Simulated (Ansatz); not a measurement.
**HfN under changes of volume**

One of the cells (11.273 Å³/atom); the others are scaled copies at fixed shape and fractional positions:

```xyz
2
Lattice="2.8250 0.0000 0.0000 0.0000 2.8250 0.0000 0.0000 0.0000 2.8250" Properties=species:S:1:pos:R:3 pbc="T T T"
Hf    1.4125    1.4125    1.4125
N     0.0000    0.0000    0.0000
```

The cell was built by a generator and needn't be a form met in nature.

| Item | Value |
| --- | --- |
| Program | Ansatz 0.2.0 |
| Functional | BLYP |
| Potentials or basis | Ansatz PAW |
| Cutoff | 420 eV (not typed: the program's choice for these potentials) |
| k mesh | 9 × 9 × 9 |
| Occupations | fermi-dirac, width 0.05 eV |
| Spin | no spin polarisation |

| volume (Å³/atom) | energy over the lowest point (meV/atom) | pressure (GPa) |
| --- | --- | --- |
| 10.597 | ? | ? |
| 10.822 | 51.85 | 20.2 |
| 11.048 | 27.77 | 14.2 |
| 11.273 | 11.55 | 8.9 |
| 11.498 | 2.50 | 4.1 |
| 11.724 | 0.00 | -0.3 |
| 11.949 | 3.24 | -4.2 |

Question: What does the run at 10.597 Å³/atom give?

Answer: Energy over the lowest point 84.76 meV/atom; pressure 26.8 GPa.

Worked out: A Birch-Murnaghan fit of order 3 (a polynomial in V^(-2/3)) to the other rows has its minimum at 11.71 Å³/atom with B0 = V·E''(V) = 219 GPa and B' = 4.0. It gives 84.57 meV/atom at 10.597 Å³/atom, against the run's 84.76, and -dE/dV = 26.6 GPa, against 26.8.

Energies are extrapolated to zero smearing.

Caveats: the PAW data sets come from PBE, with cores solved anew for the run's functional, which leaves a small shift of forces and pressure.
